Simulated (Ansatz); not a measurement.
Input for Ansatz (plane-wave DFT, PAW):

```yaml
crystal:
  lattice:
    - [9.0, 0.0, 0.0]
    - [0.0, 9.3, 0.0]
    - [0.0, 0.0, 4.8494732442]
  atoms:
    - { symbol: Os, position: [0.5, 0.5, 0.0], spin: 1.5 }
    - { symbol: Os, position: [0.5, 0.5, 0.465], spin: 1.5 }
basis:
  ecutwfc: 420
kpoints:
  mp_grid: { grid: [1, 1, 13] }
hamiltonian:
  xc: pbe
scf:
  occupations: { method: gaussian, width: 0.05 }
output:
  forces: true
  stress: true
  eigenvalues: true
  populations: true
  write_density: true
  write_potential: true
  elf: true
  volumetric_format: npy
magnetization:
  spin_polarized: true
relax:
  adjacent_minimum: "off"
  f_tol: 0.01
  max_steps: 45
  cell: { fix: [a, b, alpha, beta, gamma], stress_tol: 0.03 }
```

Command:
```bash
ansatz run input.yaml --threads 2 --pin off --max-ram 5120MiB --backend cpu --events-out ev --progress --plain --runs-dir out
```

These are results of Ansatz, DFT PBE, scalar-relativistic, plane waves, PAW, not measurements.

Part of what the program printed, abridged (final results; tables in files aren't shown):

```
SCF 6 converged in 9 iterations: F = -22759.095697 eV  dr2 = 1.88e-13
WARN: The output density's exchange-correlation potential varies sharply where the density is thin. Do not read a vacuum level from v_tot or v_xc, or from such a field of the output density. On a cell that repeats whose density bears no net charge and no dipole along the vacuum's axis use v_es (v_loc + v_h of the components); under efield.dipole_correction with no amplitude use v_es + v_field, which holds any external_charges[].barrier, or the levels of the report's work_function block, which leave it out; under a non-zero efield.amplitude the vacuum is tilted and has no level; on a cell that repeats and bears such a dipole with no correction it is tilted too, and efield.dipole_correction wi ...
SCF converged after 9 iterations
Magnetization: 2.1466 μB (17.0733 up, 14.9267 down)
Absolute magnetization: 2.1505 μB (∫|ρ↑−ρ↓|, with the PAW one-centre terms)
Spin contamination: 0.0025 ħ² per cell (⟨S²⟩ above its minimum at these occupations)
Per-site moments (μB) at R_I (Å): [(0.69850279, 0.93548904), (0.69850279, 0.93548904)]
Free energy (F): -22759.095697 eV
Harris-Foulkes:  -22759.095697 eV  (|F-HF|=3.64e-12)
Internal energy: -22759.085307 eV  (E = F + TS)
E sigma→0 (E₀):  -22759.090502 eV
Entropy (-TS):   -0.010390 eV (-5.195 meV/atom)
Fermi energy:    -3.069370 eV
--- Per-component energies (eV) ---
  E_band       = -1013.017326
  E_kinetic    = 1122.471717
  E_local      = -9301.552375  (includes V_loc(G=0)·N_el)
  E_nonlocal   = 0.218407
  E_hartree    = 4071.230102
  E_xc         = -524.845216
  E_vxc        = -555.987070  (∫ρ·V_xc dr)
  E_paw        = -18024.749833  (= ΣΔE_a)
  E_vpaw       = -420.628058  (= ΣTr[D̂ρ^β])
  E_aug_tail   = -0.000132  (compensation charges beyond the density's cutoff)
  E_ewald      = -101.857978
  E_smearing   = -0.010390  (= −TS)
--- Forces (eV/Å), atoms counted from 1 ---
  atom   1  Os     0.00000000     0.00000000    -0.00003914
  atom   2  Os     0.00000000     0.00000000     0.00003914
--- Stress (GPa, compression-positive) ---
       -0.015068       0.000000       0.000000
        0.000000      -0.010376       0.000000
        0.000000       0.000000       0.015935
  P = ⅓ Tr σ = -0.0032 GPa (-0.032 kbar)
--- Band table (eV; the first three rows and the last of 14) ---
  k-point 0 ↑: bands = ["-88.9215", "-88.6311", "-49.9520", "-48.3504", "-48.3502", "-48.0187", "-48.0185", "-47.2183", "-9.8958", "-7.4230", "-7.4230", "-5.5913", "-4.8453", "-4.8442", "-3.0451", "-3.0447", "-2.0370", "-0.6411", "-0.6287", "0.0279", "0.0279", "1.7651"]
  k-point 1 ↑: bands = ["-88.9173", "-88.6353", "-49.9165", "-48.3457", "-48.3455", "-48.0236", "-48.0234", "-47.2632", "-9.7536", "-7.3601", "-7.3601", "-5.5561", "-4.8233", "-4.8222", "-3.0768", "-3.0763", "-2.1244", "-0.9505", "-0.9438", "0.2319", "0.2391", "1.8076"]
  k-point 2 ↑: bands = ["-88.9051", "-88.6479", "-49.8115", "-48.3319", "-48.3317", "-48.0382", "-48.0380", "-47.3943", "-9.3319", "-7.1726", "-7.1726", "-5.4512", "-4.7578", "-4.7568", "-3.1685", "-3.1680", "-2.3682", "-1.5544", "-1.5517", "0.5532", "0.5677", "1.6060"]
  k-point 6 ↓: bands = ["-88.3603", "-88.3247", "-48.5733", "-48.2433", "-47.4952", "-47.4949", "-47.4542", "-47.4539", "-5.0580", "-4.9300", "-4.9297", "-4.2248", "-4.2245", "-3.7254", "-3.6138", "-3.3071", "-3.2186", "-3.2183", "-2.9893", "-2.9892", "2.4536", "2.4864"]
--- Relaxed structure (5 steps of the walk, 5 accepted, 1 SCFs on fresh bases) ---
  F+E_penalty+E_count = -22759.09569704 eV   max|allowed force component| = 3.914e-5 eV/Å   (the final SCF, on the basis selected at the relaxed cell)
  cell:  # Å, volume = 379.6396 Å³
    - [9.0, 0.0, 0.0]
    - [0.0, 9.3, 0.0]
    - [0.0, 0.0, 4.53571783]
  atoms:
    - { symbol: Os, position: [0.5, 0.5, -0.01749926] }
    - { symbol: Os, position: [0.5, 0.5, 0.48249926] }
--- Löwdin populations: 2 sites ---
  site symbol q [e]    m [muB]
     0     Os     15.9550     1.0710
     1     Os     15.9550     1.0710
  spilling = 0.002815 (of n_electrons = 32.000000)
```

The relaxation met its thresholds.

It took 28 s on 2 threads of Arm Neoverse V2, on a shared host, peak memory 0.61 GiB.

Spin-orbit coupling is left out, which matters for the bands of heavy elements.